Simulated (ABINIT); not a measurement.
The system is AlN.

```xyz
2
Lattice="0.0000 2.1840 2.1840 2.1840 0.0000 2.1840 2.1840 2.1840 0.0000" Properties=species:S:1:pos:R:3 pbc="T T T"
Al    0.0000    0.0000    0.0000
N     1.0920    1.0920    1.0920
```

Measurements of this composition are mostly on another form, of space group No. 186.

Base run:

| Item | Value |
| --- | --- |
| Program | ABINIT 10.8.3 (patched build) |
| Functional | PW91 |
| Potentials or basis | PseudoDojo NC SR PBE v0.4.1 standard |
| Cutoff | 1143 eV |
| k mesh | 10 × 10 × 10 |
| Occupations | fermi-dirac, width 0.05 eV |
| Spin | no spin polarisation |

Its results: band gap on the k mesh 3.36 eV, indirect (least direct gap 4.22 eV); pressure 4.6 GPa.

Question: After a change of settings the same cell gave: band gap on the k mesh 3.37 eV, indirect (least direct gap 4.23 eV); pressure 5.2 GPa. Which change was it?
A. functional from PW91 to rSCAN; potentials or basis from PseudoDojo NC SR PBE v0.4.1 standard to JTH PAW PBE v2.0; cutoff from 1143 eV to 816 eV
B. functional from PW91 to OLYP
C. functional from PW91 to revPBE
D. functional from PW91 to PBEsol; potentials or basis from PseudoDojo NC SR PBE v0.4.1 standard to PseudoDojo NC SR PBEsol v0.4.1 standard

Answer: C.

revPBE binds less tightly than PW91, so the same cell stands under more pressure.

Caveats: the potentials were made for another functional, which shifts forces and pressure.

Runs at the PBE level aren't shown here.
